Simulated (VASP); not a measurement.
# Al2O3 (P-6m2) in VASP: further runs

The runs below take Al2O3 through single point, with LDA.

All numbers are computed with VASP 6.6.1; they aren't measurements. Logs are shortened: lines on timing, memory, paths and dates and some standing lists are left out, and cuts for length are marked.

## (1) The structure

Symmetry: P-6m2, No. 187, hexagonal system. Conventional cell: a = 2.884 Å, b = 2.884 Å, c = 9.337 Å, α = 90.00°, β = 90.00°, γ = 120.00°. Al (site symmetry 3m) has 3 O at 1.80 Å as nearest neighbours. O (site symmetry 3m) is surrounded by 3 Al at 1.80 Å. Around O (site symmetry -6m2) lie 6 Al at 2.18 Å.

Measurements of this composition are mostly on another form, of space group No. 167.

## (2) Single point, LDA

The input, INCAR:

```
ADDGRID = False
ALGO = Normal
EDIFF = 1E-7
ENCUT = 400
GGA = CA
ISIF = 2
ISMEAR = 0
LASPH = True
LCHARG = False
LREAL = False
LWAVE = False
NBANDS = 20
NELM = 100
PREC = Normal
SIGMA = 0.05
```

The input, KPOINTS:

```
k-points
0
Gamma
  8 8 2
```

The input, POSCAR:

```
Al2O3
1.0
    2.8843249483      0.0000000000      0.0000000000
   -1.4421624742      2.4978986780      0.0000000000
    0.0000000000      0.0000000000      9.3367544600
Al O
2 3
Direct
    0.0000000000      0.0000000000      0.8500076700
    0.0000000000      0.0000000000      0.1499923300
    0.3333333333      0.6666666667      0.7776830800
    0.6666666667      0.3333333333      0.0000000000
    0.3333333333      0.6666666667      0.2223169200
```

Potentials or basis: VASP PAW LDA potentials, release 64 (Al, O).

Command:

```
> cat potpaw_LDA.64/Al/POTCAR potpaw_LDA.64/O/POTCAR > POTCAR
> mpirun -np 1 vasp_std > vasp.out
```

OUTCAR:

```text
EDIFF = 1E-7
   ENCUT = 400
   GGA = CA
   ISIF = 2
   ISMEAR = 0
   LASPH = True
   LREAL = False
   NELM = 100
   PREC = Normal

 Found     20 irreducible k-points:

 Following reciprocal coordinates:
            Coordinates               Weight
  0.000000  0.000000  0.000000      1.000000
  0.125000 -0.000000  0.000000      6.000000
  0.250000 -0.000000  0.000000      6.000000
  0.375000  0.000000  0.000000      6.000000
  0.500000 -0.000000  0.000000      3.000000
  0.125000  0.125000  0.000000      6.000000
   k-points           NKPTS =     20   k-points in BZ     NKDIM =     20   number of bands    NBANDS=     20
   number of dos      NEDOS =    301   number of ions     NIONS =      5
   total plane-waves  NPLWV =   9408
   dimension x,y,z NGX =    14 NGY =   14 NGZ =   48
   dimension x,y,z NGXF=    28 NGYF=   28 NGZF=   96
   ions per type =               2   3
   NGX,Y,Z   is equivalent  to a cutoff of   8.07,  8.07,  8.55 a.u.
   NGXF,Y,Z  is equivalent  to a cutoff of  16.14, 16.14, 17.09 a.u.
 SYSTEM =  unknown system
   PREC   = normal    normal or accurate (medium, high low for compatibility)
   ISTART =      0    job   : 0-new  1-cont  2-samecut
   ICHARG =      2    charge: 1-file 2-atom 10-const
   ISPIN  =      1    spin polarized calculation?
   LNONCOLLINEAR =      F non collinear calculations
   LSORBIT =      F    spin-orbit coupling
   LASPH  =      T    aspherical Exc in radial PAW
   ENCUT  =  400.0 eV  29.40 Ry    5.42 a.u.   4.70  4.70 15.23*2*pi/ulx,y,z
   NELM   =    100;   NELMIN=  2; NELMDL= -5     # of ELM steps
   EDIFF  = 0.1E-06   stopping-criterion for ELM
   LREAL  =      F    real-space projection
   EDIFFG = 0.1E-05   stopping-criterion for IOM
   NSW    =      0    number of steps for IOM
   IBRION =     -1    ionic relax: 0-MD 1-quasi-New 2-CG
   NFREE  =      0    steps in history (QN), initial steepest desc. (CG)
   ISIF   =      2    stress and relaxation
   ISYM   =      2    0-nonsym 1-usesym 2-fastsym
   POTIM  = 0.5000    time-step for ionic-motion
   TEBEG  =    0.0;   TEEND  =   0.0 temperature during run
   PSTRESS=    0.0 pullay stress
   NELECT =      24.0000    total number of electrons
   NUPDOWN=      -1.0000    fix difference up-down
   EMIN   =  10.00;   EMAX   =-10.00  energy-range for DOS
   EFERMI =   0.00;   METHOD = LEGACY
   ISMEAR =     0;   SIGMA  =   0.05  broadening in eV -4-tet -1-fermi 0-gaus
   EFERMI_NEDOS =   21; number of points for ismear=-14 and -15
   IALGO  =     38    algorithm
   IMIX   =      4    mixing-type and parameters
     AMIX     =   0.40;   BMIX     =  1.00
     AMIX_MAG =   1.60;   BMIX_MAG =  1.00
  volume/ion in A,a.u.               =      13.45        90.79
  Fermi-wavevector in a.u.,A,eV,Ry     =   1.161111  2.194181 18.343074  1.348178
  Thomas-Fermi vector in A             =   2.297686
   LORBIT       =      0    0 simple, 1 ext, 2 COOP (PROOUT), +10 PAW based schemes
   GGA     = CA    functional components
   LHFCALC =     F    Hartree Fock is set to
   AEXX    =    0.0000 exact exchange contribution
   IVDW    =     0    specifies the selected vdW correction
   LEPSILON=     F    determine dielectric tensor
   LRPA    =     F    only Hartree local field effects (RPA)
 non-spin polarized calculation
 Gauss-broadening in eV      SIGMA  =   0.05
  energy-cutoff  :      400.00
  volume of cell :       67.27
 maximum number of plane-waves:      1243
   NGX =  9   NGY =  9   NGZ = 31

 number of electron      23.9999961 magnetization

 Free energy of the ion-electron system (eV)
  ---------------------------------------------------
  ext. energy  EPLUGINS =         0.00000000
  ---------------------------------------------------
  free energy    TOTEN  =       -40.17412270 eV

  energy without entropy =      -40.17412270  energy(sigma->0) =      -40.17412270

 E-fermi :   0.8539     XC(G=0):  -8.8974

 val. band max:        0.5531684425   @ k =   0.1250   0.1250   0.0000
 cond. band min:       5.2983055860   @ k =   0.0000   0.0000   0.0000
 fundamental gap:      4.7451371435
 Fermi energy:         0.8538599624

 k-point     1 :       0.0000    0.0000    0.0000
  band No.  band energies     occupation
      1     -17.9100      2.00000
      2     -16.8543      2.00000
      3     -15.6223      2.00000
      4      -4.4354      2.00000
      5      -1.5571      2.00000
      6      -0.9374      2.00000
      7      -0.9364      2.00000
      8      -0.7037      2.00000
      9      -0.7027      2.00000
     10       0.0117      2.00000
     11       0.0130      2.00000
     12       0.3017      2.00000
     13       5.2983      0.00000
     14       7.9534      0.00000
     15       8.2517      0.00000
     16       9.7321      0.00000
     17      13.3477      0.00000
     18      14.6078      0.00000
     19      15.1705      0.00000
     20      15.1761      0.00000

 k-point     2 :       0.1250   -0.0000    0.0000
  band No.  band energies     occupation
      1     -17.7148      2.00000
      2     -16.7078      2.00000
      3     -15.5506      2.00000
      4      -4.3317      2.00000
      5      -2.0739      2.00000
      6      -1.4296      2.00000
      7      -1.3528      2.00000
      8      -1.1241      2.00000
      9      -0.8184      2.00000
     10      -0.4034      2.00000
     11      -0.0378      2.00000
     12       0.5187      2.00000
     13       6.1373      0.00000
     14       8.3958      0.00000
     15       8.7655      0.00000
     16      10.1991      0.00000
     17      13.0539      0.00000
     18      13.8440      0.00000
     19      13.9063      0.00000
     20      15.0276      0.00000

 k-point     3 :       0.2500   -0.0000    0.0000
  band No.  band energies     occupation
      1     -17.1835      2.00000
      2     -16.3308      2.00000
      3     -15.4001      2.00000
      4      -4.3339      2.00000
      5      -3.5287      2.00000
      6      -2.4871      2.00000
      7      -2.2712      2.00000
      8      -1.5186      2.00000
      9      -1.0839      2.00000
     10      -0.3794      2.00000
     11      -0.1983      2.00000
     12       0.4818      2.00000
     13       7.5233      0.00000
     14       9.1836      0.00000
     15       9.5765      0.00000
     16      10.8958      0.00000
     17      12.0427      0.00000
     18      13.0176      0.00000
     19      13.2593      0.00000
     20      13.9027      0.00000

 k-point     4 :       0.3750    0.0000    0.0000
  band No.  band energies     occupation
      1     -16.4886      2.00000
      2     -15.9100      2.00000
      3     -15.3445      2.00000
      4      -4.9376      2.00000
      5      -4.8986      2.00000
      6      -3.4841      2.00000
      7      -2.0737      2.00000
      8      -1.8603      2.00000
      9      -1.3319      2.00000
     10      -0.3794      2.00000
     11      -0.1276      2.00000
     12       0.0895      2.00000
     13       8.1336      0.00000
     14       9.4400      0.00000
     15       9.6196      0.00000
     16      11.2310      0.00000
     17      11.6066      0.00000
     18      13.3224      0.00000
     19      13.3855      0.00000
     20      14.4873      0.00000

 k-point     5 :       0.5000   -0.0000    0.0000
  band No.  band energies     occupation
      1     -16.0564      2.00000
      2     -15.7185      2.00000
      3     -15.4406      2.00000
      4      -5.4402      2.00000
      5      -5.2989      2.00000
      6      -3.8680      2.00000
      7      -1.9903      2.00000
      8      -1.6837      2.00000
      9      -1.4292      2.00000
     10      -0.4580      2.00000
     11      -0.2609      2.00000
     12      -0.0079      2.00000
     13       8.1961      0.00000
     14       9.1992      0.00000
     15       9.4096      0.00000
     16      11.3399      0.00000
     17      12.5334      0.00000
     18      13.2562      0.00000
     19      13.9248      0.00000
     20      14.2082      0.00000

 k-point     6 :       0.1250    0.1250    0.0000
  band No.  band energies     occupation
      1     -17.3516      2.00000
      2     -16.4460      2.00000
      3     -15.4396      2.00000
      4      -4.2612      2.00000
      5      -2.8964      2.00000
      6      -2.4319      2.00000
      7      -2.0844      2.00000
      8      -1.3381      2.00000
      9      -1.1144      2.00000
     10      -0.3753      2.00000
     11      -0.2839      2.00000
     12       0.5532      2.00000
     13       7.2584      0.00000
     14       9.0162      0.00000
     15       9.5260      0.00000
     16      10.9270      0.00000
     17      12.2374      0.00000
     18      12.9301      0.00000
     19      13.3347      0.00000
     20      14.0195      0.00000

 [... further k-points ...]
[... 5 lines left out ...]
  --------------------------------------------------------------------------------------
  -------------------------------------------------------------------------------------
  Total       -4.6276462     -4.6276462     -3.8565684      0.0000000     -0.0000000      0.0000000
  in kB     -110.2188279   -110.2188279    -91.8537053      0.0000000     -0.0000000      0.0000000
  external PRESSURE =    -104.0971204 kB  Pullay stress =       0.0000000 kB

 VOLUME and BASIS-vectors are now :
 -----------------------------------------------------------------------------
  energy-cutoff  :      400.00
  volume of cell :       67.27
      direct lattice vectors                 reciprocal lattice vectors
     2.884324948  0.000000000  0.000000000     0.346701574  0.200168247  0.000000000
    -1.442162474  2.497898678  0.000000000     0.000000000  0.400336494  0.000000000
     0.000000000  0.000000000  9.336754460     0.000000000  0.000000000  0.107103598

 POSITION                                       TOTAL-FORCE (eV/Angst)
 -----------------------------------------------------------------------------------
      0.00000      0.00000      7.93631        -0.000000     -0.000000     -0.018516
      0.00000      0.00000      1.40044        -0.000000      0.000000      0.018516
     -0.00000      1.66527      7.26104         0.000000      0.000000      0.489075
      1.44216      0.83263      0.00000        -0.000000      0.000000      0.000000
     -0.00000      1.66527      2.07572        -0.000000     -0.000000     -0.489075
 -----------------------------------------------------------------------------------
    total drift:                               -0.000006      0.000003      0.000000

  FREE ENERGIE OF THE ION-ELECTRON SYSTEM (eV)
  ---------------------------------------------------
  free  energy   TOTEN  =       -40.1741226957 eV

  energy  without entropy=      -40.1741226957  energy(sigma->0) =      -40.17412270
```

Wall time 6.4 s (1 thread of AMD EPYC 9R45 (Zen 5), shared host); peak memory 0.08 GiB.

These settings aren't checked as converged: the numbers below hold their error.

What came out:

```yaml
Free_energy: -40.1741 eV
Largest_force: 0.489 eV/Å
Band_gap_on_the_k_mesh: 4.75 eV, indirect (least direct gap 5.00 eV)
```

Caveat: the cutoff is under 1.25 times the usual one of these potentials, so pressure, stress and relaxed cells hold a basis-set (Pulay) error.

## (3) Single point, LDA

INCAR: that of step 2 with these lines changed.

```diff
@@ -2,3 +2,3 @@
 ALGO = Normal
-EDIFF = 1E-7
+EDIFF = 0.01
 ENCUT = 400
@@ -13,3 +13,3 @@
 NELM = 100
-PREC = Normal
+PREC = Accurate
 SIGMA = 0.05
```

KPOINTS is that of step 2.

POSCAR is that of step 2.

Potentials or basis: VASP PAW LDA potentials, release 64 (Al, O).

Command:

```
> cat potpaw_LDA.64/Al/POTCAR potpaw_LDA.64/O/POTCAR > POTCAR
> mpirun -np 1 vasp_std > vasp.out
```

Wall time 7.4 s (1 thread of AMD EPYC 9R45 (Zen 5), shared host); peak memory 0.1 GiB.

These settings aren't checked as converged: the numbers below hold their error.

What came out:

* Free energy: -40.1643 eV
* Largest force: 0.570 eV/Å
* Band gap on the k mesh: 4.72 eV, indirect (least direct gap 4.96 eV)

Caveat: the cutoff is under 1.25 times the usual one of these potentials, so pressure, stress and relaxed cells hold a basis-set (Pulay) error.

## (4) Single point, LDA

INCAR: that of step 3 with these lines changed.

```diff
@@ -2,3 +2,3 @@
 ALGO = Normal
-EDIFF = 0.01
+EDIFF = 1E-4
 ENCUT = 400
```

KPOINTS is that of step 3.

POSCAR is that of step 3.

Command:

```
> cat potpaw_LDA.64/Al/POTCAR potpaw_LDA.64/O/POTCAR > POTCAR
> mpirun -np 1 vasp_std > vasp.out
```

It took 9.6 s on 1 thread of AMD EPYC 9R45 (Zen 5), shared host; peak memory 0.11 GiB.

The run converged, but some of its settings lie outside the range that counts as converged, so its numbers aren't taken as properties of the crystal.

What came out:

* Free energy: -40.1655 eV
* Largest force: 0.487 eV/Å
* Band gap on the k mesh: 4.75 eV, indirect (least direct gap 5.00 eV)

Caveat: the cutoff is under 1.25 times the usual one of these potentials, so pressure, stress and relaxed cells hold a basis-set (Pulay) error.

## (5) Single point, LDA

INCAR: that of step 4 with these lines changed.

```diff
@@ -2,3 +2,3 @@
 ALGO = Normal
-EDIFF = 1E-4
+EDIFF = 1E-6
 ENCUT = 400
```

KPOINTS is that of step 4.

POSCAR is that of step 4.

Command:

```
> cat potpaw_LDA.64/Al/POTCAR potpaw_LDA.64/O/POTCAR > POTCAR
> mpirun -np 1 vasp_std > vasp.out
```

Run time: 11 s. Hardware: 1 thread of AMD EPYC 9R45 (Zen 5), shared host; peak memory 0.11 GiB.

The run converged, but some of its settings lie outside the range that counts as converged, so its numbers aren't taken as properties of the crystal.

What came out:

- Free energy: -40.1655 eV
- Largest force: 0.488 eV/Å
- Band gap on the k mesh: 4.75 eV, indirect (least direct gap 5.00 eV)

Caveat: the cutoff is under 1.25 times the usual one of these potentials, so pressure, stress and relaxed cells hold a basis-set (Pulay) error.

(Part 1 of 2 ends here.)
